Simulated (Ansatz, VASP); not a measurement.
**One calculation of Ni, two programs**

File INCAR:

```
PREC = Accurate
ENCUT = 600
EDIFF = 1E-6
ISMEAR = 0
SIGMA = 0.1
LREAL = F
LASPH = T
NELM = 150
ALGO = Fast
ISIF = 3
LWAVE = F
LCHARG = F
ISPIN = 2
MAGMOM = 0.82
LORBIT = 11
LMAXMIX = 4
GGA = PS
IBRION = 2
NSW = 80
EDIFFG = -0.05
```

KPOINTS

```
regular mesh
0
Gamma
  10 10 10
```

The input POSCAR:

```
Ni
1.0
    0.0000000000      1.8413208767      1.8413208767
    1.8413208767      0.0000000000      1.8413208767
    1.8413208767      1.8413208767      0.0000000000
Ni
1
Direct
    0.0000000000      0.0000000000      0.0000000000
```

Input for Ansatz:

```yaml
crystal:
  lattice:
    - [0.0, 1.8413208767, 1.8413208767]
    - [1.8413208767, 0.0, 1.8413208767]
    - [1.8413208767, 1.8413208767, 0.0]
  atoms:
    - { symbol: Ni, position: [0.0, 0.0, 0.0], spin: 0.82 }
basis:
  ecutwfc: 420
kpoints:
  mp_grid: { grid: [10, 10, 10] }
hamiltonian:
  xc: pbesol
scf:
  occupations: { method: gaussian, width: 0.1 }
output:
  forces: true
  stress: true
  eigenvalues: true
  populations: true
magnetization:
  spin_polarized: true
relax:
  adjacent_minimum: "off"
  f_tol: 0.05
  max_steps: 60
  cell: { stress_tol: 0.5 }
```

Alike in both runs: task relaxation of cell and atoms; functional PBEsol; k mesh 10 × 10 × 10; occupations gaussian, width 0.1 eV; collinear spin.

|  | VASP | Ansatz |
| --- | --- | --- |
| version | VASP 6.6.1 | Ansatz 0.2.0 |
| potentials or method | VASP PAW PBE potentials, release 64 (Ni) | scalar-relativistic, plane waves, PAW |
| plane-wave cutoff (eV) | 600 | 420 |
| valence electrons in the cell | 10 | 18 |

```tsv
	VASP	Ansatz	Ansatz less VASP
gap on the k mesh at the Fermi level, each at its own relaxed structure (eV)	none	none	-
net moment per atom (μB)	0.71	0.72	+0.016
size of the moment on the site where the two differ most (μB)	0.71	0.76	+0.045
relaxed volume (Å³/atom)	10.40	10.41	+0.005
relaxed cell length with the largest relative difference (Å)	2.450	2.451	+0.0004
energy change over the relaxation (meV/atom)	-206	-208	-2.1
```

Site moments also hang on the region over which each program counts them. A gap of «none» marks a metal or a gap that the smearing closes. The two sets of potentials don't hold the same shells in valence.

Caveats: the volume moved by over 15 % at a fixed basis, so the end points are rough (VASP); the PAW data sets were made with another functional, which shifts forces and pressure a little (VASP).
